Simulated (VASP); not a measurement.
WC (Qusongite):

```
W C
1.0
     2.90650    0.00000    0.00000
    -1.45325    2.51710    0.00000
     0.00000    0.00000    2.83660
W C
1 1
Direct
  0.00000 0.00000 0.00000
  0.66667 0.33333 0.50000
```

- Program: VASP 6.6.1
- Task: relaxation of cell and atoms
- Functional: PBE
- Potentials or basis: VASP PAW PBE potentials, release 64 (W_sv, C)
- Cutoff: 600 eV
- k mesh: 10 × 10 × 9
- Occupations: fermi-dirac, width 0.05 eV
- Spin: no spin polarisation

At the start: pressure 6.7 GPa; volume 10.38 Å³/atom.

Question: Where does the relaxation end?

Answer: Over 6 steps the energy falls by 3.6 meV/atom and the volume is 10.55 Å³/atom (+1.7 %); space group P-6m2 (No. 187, to 0.05 Å).

The path:
| step | energy change (eV) | largest force (eV/Å) | pressure (GPa) | volume (Å³) |
| --- | --- | --- | --- | --- |
| 1 | 0.0000 | 0.0000 | 6.66 | 20.75 |
| 2 | 0.0428 | 0.0000 | -15.82 | 22.07 |
| 3 | -0.0071 | 0.0000 | -0.12 | 21.11 |
| 4 | -0.0071 | 0.0000 | 0.00 | 21.10 |
| 5 | -0.0071 | 0.0000 | 0.05 | 21.10 |
| 6 | -0.0072 | 0.0000 | 0.02 | 21.10 |

Final structure:
```
W C
1.0
     2.92489    0.00000    0.00000
    -1.46245    2.53303    0.00000
     0.00000    0.00000    2.84825
W C
1 1
Direct
  0.00000 0.00000 0.00000
  0.66667 0.33333 0.50000
```
